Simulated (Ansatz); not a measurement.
Calculated field gradients at the nuclei for GeS under strain

The cell is a COD entry, relaxed with PBE at fixed cell and then changed (z compressed by 2 %, ions relaxed).

```
Ge S
1.0
    10.47000    0.00000    0.00000
     0.00000    3.64100    0.00000
     0.00000    0.00000    4.21106
Ge S
4 4
Cartesian
  6.4986 0.9103 1.5878
  9.2064 2.7308 3.6933
  1.2636 0.9103 0.5177
  3.9714 2.7308 2.6233
  8.9112 0.9103 2.0825
  6.7938 2.7308 -0.0230
  3.6762 0.9103 4.2341
  1.5588 2.7308 2.1285
```

Sites (sets of like atoms) are named by element and the number of their first atom in this list.

Computed with Ansatz: DFT, PBE, plane waves and PAW, scalar-relativistic, 420 eV cutoff, Γ-centred 5×12×10 k-points, Fermi–Dirac smearing 0.02 eV.

C_Q = eQV_zz/h, which is 24.18 MHz for Q = 1 b and V_zz = 10²¹ V/m²; η = (V_xx − V_yy)/V_zz.

73Ge: I = 9/2, Q = -196.0 mb; ³³S: I = 3/2, Q = -69.40 mb. Q values from Pyykkö, Mol. Phys. 116, 1328 (2018).

```
site  atoms (order as listed)                                    first shell  V_xx, V_yy, V_zz (10²¹ V/m²)     η  C_Q (MHz)
  Ge               1, 2, 3, 4    3 S at 2.45–2.46 Å; also 3 S at 3.19–3.23 Å             2.23, 5.09, -7.32  0.39       34.7
   S               5, 6, 7, 8  3 Ge at 2.45–2.46 Å; also 3 Ge at 3.19–3.23 Å             2.35, 2.43, -4.78  0.02       8.02
```

At Ge V_zz stands upright on the plane through its three neighbours (within 6°).

The relaxation (6 steps) took 5.9 min of wall time (5.9 min of CPU time) and 1.1 GiB at its peak, on 1 thread of Intel Xeon Platinum 8259CL CPU @ 2.50GHz (Skylake/Cascade Lake) (x86_64; 16 cores open to the job, memory cap 3.0 GiB, no GPU), a shared host with a load of 0.4 a core.
